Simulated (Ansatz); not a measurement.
# Al2Cu: the cost of one run

Computed with Ansatz 0.2.0 (DFT r2SCAN, scalar-relativistic, plane waves, PAW, unless a step's input says otherwise).

2 further runs of the same task are left out: 2 set aside as unsound or not needed. Runs told in other sessions of the task aren't counted.

### 1 The starting structure

Symmetry: Fm-3m, No. 225, cubic system. Conventional cell: a = 5.734 Å, b = 5.734 Å, c = 5.734 Å, α = 90.00°, β = 90.00°, γ = 90.00°. Al (site symmetry -43m) is surrounded by 4 Cu at 2.48 Å. Around Cu (site symmetry m-3m) lie 8 Al at 2.48 Å.

Coordinates:

```cif
data_structure
_symmetry_space_group_name_H-M 'Fm-3m'
_symmetry_Int_Tables_number 225
_cell_length_a 5.7341
_cell_length_b 5.7341
_cell_length_c 5.7341
_cell_angle_alpha 90.000
_cell_angle_beta 90.000
_cell_angle_gamma 90.000
_cell_volume 188.54
loop_
_atom_site_label
_atom_site_type_symbol
_atom_site_symmetry_multiplicity
_atom_site_Wyckoff_symbol
_atom_site_fract_x
_atom_site_fract_y
_atom_site_fract_z
_atom_site_occupancy
Al1 Al 8 c 0.25000 0.25000 0.25000 1
Cu1 Cu 4 b 0.00000 0.00000 0.50000 1
```

It goes back to an entry of the Materials Project, which need not be the stable form.

This cell was relaxed beforehand with the same method: volume 15.71 Å³/atom, gap on the mesh none (metal).

### 2 Zero of energy

The reference gives a free energy of -7712.6975 eV, pressure 0.03 GPa, largest force 0.000 eV/Å and gap on the mesh none (metal). It was computed beforehand with the settings of the runs below.

### 3 Zone-centre phonons by finite displacements

The input, input.yaml:

```yaml
crystal:
  lattice:
    - [-2.0273575168, 2.0273575168, 2.8669875134]
    - [2.0273575168, -2.0273575168, 2.8669875134]
    - [2.0273575168, 2.0273575168, -2.8669875134]
  atoms:
    - { symbol: Al, position: [0.75, 0.25, 0.5] }
    - { symbol: Al, position: [0.25, 0.75, 0.5] }
    - { symbol: Cu, position: [0.5, 0.5, 0.0] }
basis:
  ecutwfc: 500
kpoints:
  mp_grid: { grid: [16, 16, 16] }
hamiltonian:
  xc: r2scan
scf:
  occupations: { method: gaussian, width: 0.15 }
output:
  eigenvalues: true
phonons:
  method: fd
  supercell: [1, 1, 1]
  amplitude: 0.02
  eigenvectors: true
  dielectric: false
```

The run is started by

```
$ ansatz run input.yaml --threads 2 --pin off --max-ram 5120MiB --backend cpu --events-out ev --progress --plain --runs-dir out
```

**Question.** How long does this run take on 2 threads of Intel Xeon Platinum 8375C at 2.90GHz (Ice Lake), shared host, and how much memory does it need?

About 2.8 min, with a peak of 1.7 GiB.
